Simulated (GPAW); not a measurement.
# CdTe (F-43m) in GPAW: settings compared, part 2 of 2

GPAW 26.7.0. Earlier steps stand in the parts before.

**5. One-shot levels of the hybrid HSE06, PBE**

run.py reads:

```python
import numpy as np
import spglib
from ase import Atoms
from ase.dft.bandgap import bandgap
from ase.io import read, write
from ase.units import GPa
from gpaw import GPAW, PW
from gpaw.hybrids import NonSelfConsistentHybridXCCalculator
from gpaw.hybrids.energy import non_self_consistent_energy

atoms = read('CdTe.cif')
cell, positions, numbers = spglib.find_primitive(
    (atoms.cell[:], atoms.get_scaled_positions(), atoms.numbers), symprec=1e-4)
atoms = Atoms(numbers, cell=cell, scaled_positions=positions, pbc=True)

calc = GPAW(mode=PW(500),
            xc='PBE',
            kpts={'size': (5, 5, 5), 'gamma': True},
            occupations={'name': 'fermi-dirac', 'width': 0.05},
            nbands=20,
            convergence={'density': 1e-05, 'energy': 1e-05, 'bands': 16, 'eigenstates': 1e-07},
            maxiter=150,
            txt='gpaw.txt')
atoms.calc = calc
energy = atoms.get_potential_energy()
forces = atoms.get_forces()
stress = atoms.get_stress()
calc.write('gs.gpw')
write('result.traj', atoms)
print(f'Energy: {energy:.6f} eV')
print('Forces (eV/A):')
print(forces.round(4))
print('Stress (GPa):', (stress / GPa).round(3))
print('Fermi level:', round(calc.get_fermi_level(), 4), 'eV')
print(f'Gap: {bandgap(calc)[0]:.4f} eV, direct: {bandgap(calc, direct=True)[0]:.4f} eV')

for xc in ['HSE06', 'YS-PBE0', 'PBE0']:
    e = non_self_consistent_energy(calc, xc).sum()
    print(f'{xc} energy on these orbitals: {e:.6f} eV')
    nsc = NonSelfConsistentHybridXCCalculator.from_dft_calculation(
        calc.dft, xc, log=f'levels-{xc}.txt')
    dft_skn, hyb_skn = nsc.calculate(calc.dft.ibzwfs, 0, 16)
    np.savetxt(f'levels-{xc}.dat', hyb_skn.reshape((-1, hyb_skn.shape[-1])), fmt='%.4f')
```

CdTe.cif reads:

```cif
data_CdTe
_cell_length_a 6.41000000
_cell_length_b 6.41000000
_cell_length_c 6.41000000
_cell_angle_alpha 90.00000000
_cell_angle_beta 90.00000000
_cell_angle_gamma 90.00000000
_space_group_name_H-M_alt 'F-43m'
_space_group_name_Hall 'F -4 2 3'
_space_group_IT_number 216
loop_
_space_group_symop_operation_xyz
'x,y,z'
'y,-x,-z'
'-x,-y,z'
'-y,x,-z'
'x,-y,-z'
'y,x,z'
'-x,y,-z'
'-y,-x,z'
'z,x,y'
'-z,y,-x'
'z,-x,-y'
'-z,-y,x'
'-z,x,-y'
'z,y,x'
'-z,-x,y'
'z,-y,-x'
'y,z,x'
'-x,-z,y'
'-y,z,-x'
'x,-z,-y'
'-y,-z,x'
'x,z,y'
'y,-z,-x'
'-x,z,-y'
'x,y+1/2,z+1/2'
'y,-x+1/2,-z+1/2'
'-x,-y+1/2,z+1/2'
'-y,x+1/2,-z+1/2'
'x,-y+1/2,-z+1/2'
'y,x+1/2,z+1/2'
'-x,y+1/2,-z+1/2'
'-y,-x+1/2,z+1/2'
'z,x+1/2,y+1/2'
'-z,y+1/2,-x+1/2'
'z,-x+1/2,-y+1/2'
'-z,-y+1/2,x+1/2'
'-z,x+1/2,-y+1/2'
'z,y+1/2,x+1/2'
'-z,-x+1/2,y+1/2'
'z,-y+1/2,-x+1/2'
'y,z+1/2,x+1/2'
'-x,-z+1/2,y+1/2'
'-y,z+1/2,-x+1/2'
'x,-z+1/2,-y+1/2'
'-y,-z+1/2,x+1/2'
'x,z+1/2,y+1/2'
'y,-z+1/2,-x+1/2'
'-x,z+1/2,-y+1/2'
'x+1/2,y,z+1/2'
'y+1/2,-x,-z+1/2'
'-x+1/2,-y,z+1/2'
'-y+1/2,x,-z+1/2'
'x+1/2,-y,-z+1/2'
'y+1/2,x,z+1/2'
'-x+1/2,y,-z+1/2'
'-y+1/2,-x,z+1/2'
'z+1/2,x,y+1/2'
'-z+1/2,y,-x+1/2'
'z+1/2,-x,-y+1/2'
'-z+1/2,-y,x+1/2'
'-z+1/2,x,-y+1/2'
'z+1/2,y,x+1/2'
'-z+1/2,-x,y+1/2'
'z+1/2,-y,-x+1/2'
'y+1/2,z,x+1/2'
'-x+1/2,-z,y+1/2'
'-y+1/2,z,-x+1/2'
'x+1/2,-z,-y+1/2'
'-y+1/2,-z,x+1/2'
'x+1/2,z,y+1/2'
'y+1/2,-z,-x+1/2'
'-x+1/2,z,-y+1/2'
'x+1/2,y+1/2,z'
'y+1/2,-x+1/2,-z'
'-x+1/2,-y+1/2,z'
'-y+1/2,x+1/2,-z'
'x+1/2,-y+1/2,-z'
'y+1/2,x+1/2,z'
'-x+1/2,y+1/2,-z'
'-y+1/2,-x+1/2,z'
'z+1/2,x+1/2,y'
'-z+1/2,y+1/2,-x'
'z+1/2,-x+1/2,-y'
'-z+1/2,-y+1/2,x'
'-z+1/2,x+1/2,-y'
'z+1/2,y+1/2,x'
'-z+1/2,-x+1/2,y'
'z+1/2,-y+1/2,-x'
'y+1/2,z+1/2,x'
'-x+1/2,-z+1/2,y'
'-y+1/2,z+1/2,-x'
'x+1/2,-z+1/2,-y'
'-y+1/2,-z+1/2,x'
'x+1/2,z+1/2,y'
'y+1/2,-z+1/2,-x'
'-x+1/2,z+1/2,-y'
loop_
_atom_site_label
_atom_site_type_symbol
_atom_site_symmetry_multiplicity
_atom_site_Wyckoff_symbol
_atom_site_fract_x
_atom_site_fract_y
_atom_site_fract_z
_atom_site_occupancy
Te1 Te 4 c 0.2500000000 0.2500000000 0.2500000000 1
Cd1 Cd 4 a 0.0000000000 0.0000000000 0.0000000000 1
```

Potentials or basis: GPAW PAW data sets (gpaw-data 1.2.1), pw.

The run is started by

```console
$ OMP_NUM_THREADS=1 python run.py
```

gpaw.txt:

```text
__  _  _
 | _ |_)|_||  |
 |__||  | ||/\| - 26.7.0

Input parameters:
  mode=PW(ecut=500.0),
  convergence={'density': 1e-05, 'energy': 1e-05, 'bands': 16, 'eigenstates': 1e-07},
  kpts=MonkhorstPack(size=(5, 5, 5), gamma=True),
  maxiter=150,
  nbands=20,
  occupations=Occupations(name='fermi-dirac', width=0.05),
  xc=XC(name='PBE')

Diagonalizing LCAO Hamiltonian
Converting LCAO to pw mode

            Te

       Cd

Atoms  # Å, Bohr magnetons
|   | symbol |        x |        y |        z |    initial magnetic moments |
|---|--------|----------|----------|----------|-----------------------------|
| 0 |     Te | 1.602500 | 1.602500 | 1.602500 | ( 0.0000,  0.0000,  0.0000) |
| 1 |     Cd | 0.000000 | 0.000000 | 0.000000 | ( 0.0000,  0.0000,  0.0000) |

Unit cell  # Å
| periodic |        x |        y |        z |  lengths |    angles |
|----------|----------|----------|----------|----------|-----------|
|      yes | 0.000000 | 3.205000 | 3.205000 | 4.532554 | 60.000000 |
|      yes | 3.205000 | 0.000000 | 3.205000 | 4.532554 | 60.000000 |
|      yes | 3.205000 | 3.205000 | 0.000000 | 4.532554 | 60.000000 |

Number of symmetries: 24
Symmetry operations  # r_c * U_cc + t_c -> r_c
|    | kind |            matrix            |
|----|------|------------------------------|
|  0 |  E   |  1, 0, 0,  0, 1, 0,  0, 0, 1 |
|  1 |  σ   |  1, 0, 0,  0, 0, 1,  0, 1, 0 |
|  2 |  σ   |  1, 0,-1,  0, 1,-1,  0, 0,-1 |
|  3 |  C3  |  1, 0,-1,  0, 0,-1,  0, 1,-1 |
|  4 |  C3  |  1,-1, 0,  0,-1, 1,  0,-1, 0 |
|  5 |  σ   |  1,-1, 0,  0,-1, 0,  0,-1, 1 |
|  6 |  σ   |  0, 1, 0,  1, 0, 0,  0, 0, 1 |
[... 144 lines left out ...]
- Maximum integral of absolute [eigenst]ate change: 1e-07 eV^2 / valence electron
maximum number of iterations: 150

SCF iterations
|iter     | |      energy | eigst |  dens |
|---------|-|-------------|-------|-------|
|iter:   1| |   -5.202975 | +2.19 |       |
|iter:   2| |   -5.158025 | +0.26 | -1.25 |
|iter:   3| |   -4.985799 | -1.12 | -1.29 |
|iter:   4| |   -4.985206 | -2.91 | -1.79 |
|iter:   5| |   -4.984902 | -3.63 | -2.24 |
|iter:   6| |   -4.984936 | -5.21 | -2.98 |
|iter:   7| |   -4.984939c| -6.51 | -3.57 |
|iter:   8| |   -4.984939c| -7.05c| -4.58 |
|iter:   9| |   -4.984939c| -7.75c| -5.38c|

Converged in 9 steps
Energy contributions relative to reference atoms: (reference = -336963.801770)

Energy contributions:
  Kinetic:          22.415051
  Coulomb:         -20.220423
  Zero:              0.268070
  External:          0.000000
  Xc:               -7.447635
  Entropy:          -0.000005
  Spinorbit:         0.000000
  ----------------------------
  Free energy:      -4.984942
  Extrapolated:     -4.984939

dipole moment: (-25.771391, -25.771391, -25.771391)  # |e|*Ang

Fermi level: 4.557
Eigenvalues  # (at kpt = [0.000, 0.000, 0.000])
| band index |      eig [eV] | occ [0-2] |
|------------|---------------|-----------|
|          0 |        -7.259 |     2.000 |
|          1 |        -4.272 |     2.000 |
|          2 |        -4.272 |     2.000 |
|          3 |        -4.272 |     2.000 |
|          4 |        -3.985 |     2.000 |
|          5 |        -3.985 |     2.000 |
[... 9 lines left out ...]
|         15 |        13.626 |     0.000 |
|         16 |        14.191 |     0.000 |
|        ... |               |           |
|         19 |        16.716 |     0.000 |

Gap: 0.867 eV
Transition (v -> c):
  (s=0, k=0, n=8, [0.00, 0.00, 0.00]) -> (s=0, k=0, n=9, [0.00, 0.00, 0.00])
No difference between direct/indirect transitions

Forces  # eV/Ang
|        x |        y |        z |
|----------|----------|----------|
|  0.00000 | -0.00000 |  0.00000 |  # Te   0
| -0.00000 | -0.00000 | -0.00000 |  # Cd   1

Stress tensor  # eV/Ang^3
|         x |         y |         z |
|-----------|-----------|-----------|
| -0.022874 |  0.000000 |  0.000000 |
|  0.000000 | -0.022874 | -0.000000 |
|  0.000000 | -0.000000 | -0.022874 |

# Writing to gs.gpw (mode='')
```

levels-HSE06.txt:

```text
IBZ(<points: 10, symmetries: 24>)
Occupied bands: 10
Calculating eigenvalues:
  k-points: 10
  Bands: 0-15 (inclusive)
HSE06-eigenvalue shifts:
  min: -1.891 eV
  ave: -0.596 eV
  max: 0.697 eV
```

Wall time 8.8 min (1 thread of Arm Neoverse V2, shared host); peak memory 0.72 GiB.

What came out:

| Item | Value |
| --- | --- |
| Free energy | -4.9849 eV |
| Pressure | 3.7 GPa |
| Band gap on the k mesh | 0.87 eV, direct |
| Band gap of the one-shot hybrid | 1.58 eV |
| Direct band gap of the one-shot hybrid | 1.58 eV |

Levels at points of the mesh, in eV from the valence-band top:
| k point | band 7 | band 8 | band 9 | band 10 | band 11 | band 12 |
| --- | --- | --- | --- | --- | --- | --- |
| (0.00, 0.00, 0.00) | 0.00 | 0.00 | 0.00 | 0.87 | 4.57 | 4.57 |

Band gaps from one-shot exact exchange on these states (eV): hse06 1.58, ys_pbe0 1.68, pbe0 2.27

Caveat: the k mesh is coarse; the cutoff is short for stress and forces, so pressures can be off by a GPa or more; energy and the plain gap are those of the semilocal run; the hybrids' values are one shot on its orbitals and mesh; spin-orbit coupling is left out, which moves the levels of the heavy elements.

**6. Overview**

```csv
task,level,spin,k mesh,cutoff (eV),band path,band points,spin axis theta (degrees),spin axis phi (degrees),soc after scf,gap on the mesh (eV)
band structure,vdW-DF2,"SOC, no magnetisation",6 × 6 × 6,600,"GXWKGLUWLK,UX",80,90,45,second variation,0.39
equation of state,PBE+D4,off,6 × 6 × 6,600,-,-,-,-,-,-
one-shot levels of the hybrid HSE06,PBE,off,5 × 5 × 5,500,-,-,-,-,-,0.87
```

Alike in all rows: potentials or basis GPAW PAW data sets (gpaw-data 1.2.1), pw; cell as given; smearing fermi-dirac 0.05 eV.

Caveats: spin-orbit coupling was added after a scalar SCF, so levels and gaps hold it while energy, forces, pressure and moments don't (some runs); this program's spin-orbit splittings come out too wide for heavy elements (some runs); the PAW data sets were made with another functional, which shifts forces and pressure a little (some runs); the cutoff is short for stress and forces, so pressures can be off by a GPa or more (some runs); energy and the plain gap are those of the semilocal run (some runs); the hybrids' values are one shot on its orbitals and mesh (some runs); spin-orbit coupling is left out, which moves the levels of the heavy elements (some runs).

Absolute energies hang on the potentials; compare differences alone.

**7. How close it comes**

Step 2. A measured gap of CdTe is 1.607 eV (0 K; a printed reference work, data compilation); the calculated 0.40 eV misses it by -1.21 eV. So large a miss can be the level of theory's own, or it may mean another phase, state or a wrong row. The value is that of vdW-DF2, without temperature or zero-point motion.

Step 3. A measured bulk modulus of CdTe is 42 GPa (powder; quoted in “Multiscale insight into the Cd1-xZnxTe vibrational-mechanical properties -- High-pressure experiments and ab initio calculations”, 2023, arxiv:2306.14539); the calculated 41 GPa misses it by -2.9 %. The fit is for a static lattice scaled at fixed shape and fixed fractional positions.

Step 5. Measured gap of CdTe: 1.607 eV (0 K; a printed reference work, data compilation). This calculation gives 0.87 eV (-0.74 eV). Spin-orbit coupling on Cd, Te is left out. The value is that of PBE, without temperature or zero-point motion. Semilocal functionals fall short of measured gaps as a rule.
